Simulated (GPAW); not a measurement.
TePb: equation of state with PBE

TePb:

```
CELL_PARAMETERS angstrom
4.00229 0.00000 0.00000
0.00000 4.00229 0.00000
0.00000 0.00000 4.00229
ATOMIC_POSITIONS crystal
Pb 0.00000 0.00000 0.00000
Te 0.50000 0.50000 0.50000
```

Measurements of this composition are mostly on another form, of space group No. 225.

* Program: GPAW 26.7.0
* Task: equation of state
* Functional: PBE
* Potentials or basis: GPAW PAW data sets (gpaw-data 1.2.1)
* Cutoff: 600 eV
* Basis: pw
* k mesh: 7 × 7 × 7
* Occupations: fermi-dirac, width 0.05 eV
* Spin: no spin polarisation

| Item | Value |
| --- | --- |
| Equilibrium volume | 31.85 Å³/atom |
| Bulk modulus | 40 GPa |
| Pressure derivative of the bulk modulus | 3.8 |

Energy against volume, from the lowest point:
```
volume (Å³/atom)  energy (meV/atom)
          30.132              12.55
          30.773               4.67
          31.414               0.60
          32.055               0.00
          32.696               2.54
          33.337               7.94
          33.978              15.92
```

It took 100 s on 1 thread of Intel(R) Xeon(R) Platinum 8488C (Sapphire Rapids) (shared host), peak memory 0.26 GiB.

Spin-orbit coupling is left out, which matters for the levels of Pb, Te.
